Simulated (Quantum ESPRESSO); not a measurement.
# BAs: zone-centre phonons under several settings

```
CELL_PARAMETERS angstrom
0.00000 2.38850 2.38850
2.38850 0.00000 2.38850
2.38850 2.38850 0.00000
ATOMIC_POSITIONS crystal
As 0.75000 0.75000 0.75000
B 0.00000 0.00000 0.00000
```

All runs used Quantum ESPRESSO 7.5; k mesh 4 × 4 × 4, shifted; relaxed cell; no spin polarisation; cutoff 612 eV; occupations smeared at first, fixed for the response.

| level | potentials | volume (Å³/atom) | lowest optical mode without the field (cm⁻¹) | sum of the Born charges (e) |
| --- | --- | --- | --- | --- |
| LDA | GBRV 1.5 LDA | 13.38 | 701 | -0.06 |
| PBE | GBRV 1.5 PBE | ? | ? | ? |

Question: What stands in the row left open?

Answer: Volume 13.99 Å³/atom; lowest optical mode without the field 679 cm⁻¹; sum of the Born charges -0.07 e.

Caveats: all runs use coarse meshes.

For the row left open. Caveat: the k mesh is coarse (spacing up to 0.57 Å⁻¹), so the values aren't converged; the mesh is thin for the dielectric tensor, Born charges and intensities, which usually come out too large; the Born charges break their sum rule by 0.07 e, a sign of too thin a mesh.
